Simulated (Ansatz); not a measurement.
Crystal: TaN.

```
CELL_PARAMETERS angstrom
5.18500 0.00000 0.00000
-2.59250 4.49034 0.00000
0.00000 0.00000 2.90800
ATOMIC_POSITIONS crystal
Ta 0.00000 0.00000 0.00000
Ta 0.33333 0.66667 0.50000
Ta 0.66667 0.33333 0.50000
N 0.50000 0.00000 0.00000
N 0.50000 0.50000 0.00000
N 0.00000 0.50000 0.00000
```

| Quantity | Value |
| --- | --- |
| Program | Ansatz 0.2.0 |
| Task | relaxation of cell and atoms |
| Functional | PBE |
| Potentials or basis | Ansatz PAW |
| Cutoff | 420 eV (not typed: the program's choice for these potentials) |
| k mesh | 6 × 6 × 9 |
| Occupations | fermi-dirac, width 0.05 eV |
| Spin | no spin polarisation |
| Hubbard terms | Ta d U = 8 eV |

At the start: volume 11.28 Å³/atom.

Task: Where does the relaxation end?

Result: It ends after 9 steps and the volume is 12.22 Å³/atom (+8.3 %); space group P6/mmm (No. 191, to 0.05 Å).

The path:
| step | energy change (eV) | largest force (eV/Å) | volume (Å³) |
| --- | --- | --- | --- |
| 1 | 0.0000 | 0.0000 | 67.71 |
| 2 | -0.2917 | 0.0000 | 74.73 |
| 3 | -0.3187 | 0.0000 | 73.36 |
| 4 | -0.3211 | 0.0000 | 73.14 |
| 5 | -0.3210 | 0.0000 | 73.17 |
| 6 | -0.3441 | 0.0000 | 73.17 |
| 7 | -0.3440 | 0.0000 | 73.31 |
| 8 | -0.3439 | 0.0000 | 73.32 |
| 9 | -0.3443 | 0.0000 | 73.32 |

Final structure:
```cif
data_structure
_symmetry_space_group_name_H-M 'P 1'
_symmetry_Int_Tables_number 1
_cell_length_a 5.3526
_cell_length_b 5.3526
_cell_length_c 2.9552
_cell_angle_alpha 90.000
_cell_angle_beta 90.000
_cell_angle_gamma 120.000
_cell_volume 73.32
loop_
_atom_site_label
_atom_site_type_symbol
_atom_site_fract_x
_atom_site_fract_y
_atom_site_fract_z
_atom_site_occupancy
Ta1 Ta 0.00000 0.00000 0.00000 1
Ta2 Ta 0.33333 0.66667 0.50000 1
Ta3 Ta 0.66667 0.33333 0.50000 1
N1 N 0.50000 0.00000 0.00000 1
N2 N 0.50000 0.50000 0.00000 1
N3 N 0.00000 0.50000 0.00000 1
```

Caveat: the plane-wave basis is chosen anew once the cell has moved, so the energies of steps on either side of that aren't comparable; the pressure holds a Pulay correction of +0.4 GPa for the finite cutoff; U without spin polarisation on a metal has little footing.
